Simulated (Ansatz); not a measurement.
# ZnO: how the phase sets the permittivity

Plane-wave DFT in Ansatz, LDA, scalar-relativistic PAW potentials, cutoff 420 eV, no spin-orbit coupling; no spin polarisation. Each structure of ZnO was relaxed within its symmetry; other phases aren't compared here. ε∞ and ε0 (at fixed strain) come from linear response and are means of the diagonal. Not matched here to a measured phase: P4_2/mnm.

| space group | atoms in cell | V (Å³/atom) | gap on mesh (eV) | ε∞ | lowest optical mode at Γ (cm⁻¹) |
| --- | --- | --- | --- | --- | --- |
| P4_2/mnm | 8 | 11.85 | 0.78 | 4.85 | 47 |
| P6_3mc | 4 | 11.33 | 0.80 | 5.09 | 90 |

Order them by energy. Which have a polar axis, which are stable at Γ, and what static permittivity does each have?

P6_3mc 0 meV/atom, polar space group, stable at Γ, ε0 = 9.7; P4_2/mnm 37 meV/atom, no unique polar axis, stable at Γ, ε0 = 9.3. A polar space group allows a spontaneous polarisation; whether it can be switched wasn't computed. The mean ε0 hardly changes. Stability at Γ doesn't rule out soft modes elsewhere in the zone; Kohn–Sham gaps are too small and ε∞ as a rule too large. In thin films and nanowires, surface energy, strain and dopants can hold a phase that lies tens of meV per atom above the lowest. Meshes differ between cells, which leaves about 2 meV/atom open.

Cost: about 33 core-minutes for the runs cited, on Intel Xeon 6975P-C (Granite Rapids), Intel Xeon Processor @ 2.50GHz (Skylake/Cascade Lake) (shared hosts).